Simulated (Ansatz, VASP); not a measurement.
## FeGe in VASP and in Ansatz

```xyz
8
Lattice="4.6728 0.0000 0.0000 0.0000 4.6728 0.0000 0.0000 0.0000 4.6728" Properties=species:S:1:pos:R:3 pbc="T T T"
Fe    0.6150    0.6150    0.6150
Fe    1.7213    4.0577    2.9514
Fe    2.9514    1.7213    4.0577
Fe    4.0577    2.9514    1.7213
Ge    3.9137    3.9137    3.9137
Ge    3.0955    0.7591    1.5773
Ge    1.5773    3.0955    0.7591
Ge    0.7591    1.5773    3.0955
```

Alike in both runs: functional PBE; k mesh 8 × 8 × 8; occupations gaussian, width 0.05 eV; no spin polarisation.

Ansatz relaxed the structure, and its values are those at the end. VASP's run is a single point on that final structure, the one shown.

|  | VASP | Ansatz |
| --- | --- | --- |
| version | VASP 6.6.1 | Ansatz 0.2.0 |
| potentials or method | VASP PAW PBE potentials, release 64 (Fe, Ge_d) | scalar-relativistic, plane waves, PAW |
| plane-wave cutoff (eV) | 520 | 420 |
| valence electrons in the cell | 88 | 120 |

VASP gave:

| Item | Value |
| --- | --- |
| gap on the k mesh at the Fermi level (eV) | 0.11 |
| least direct gap on the mesh (eV) | 0.13 |
| pressure (GPa) | -3.0 |
| rms of the force components (eV/Å) | 0.012 |

Q: What did Ansatz give for the same quantities?

A: gap on the k mesh at the Fermi level (eV): 0.11; least direct gap on the mesh (eV): 0.14; pressure (GPa): -3.2; rms of the force components (eV/Å): 0.000.

The two sets of potentials don't hold the same shells in valence. Ansatz warned: «stress_scf_threshold_loose».

Spin polarisation is off, so any magnetic state and its effect on volume and gap are missing.
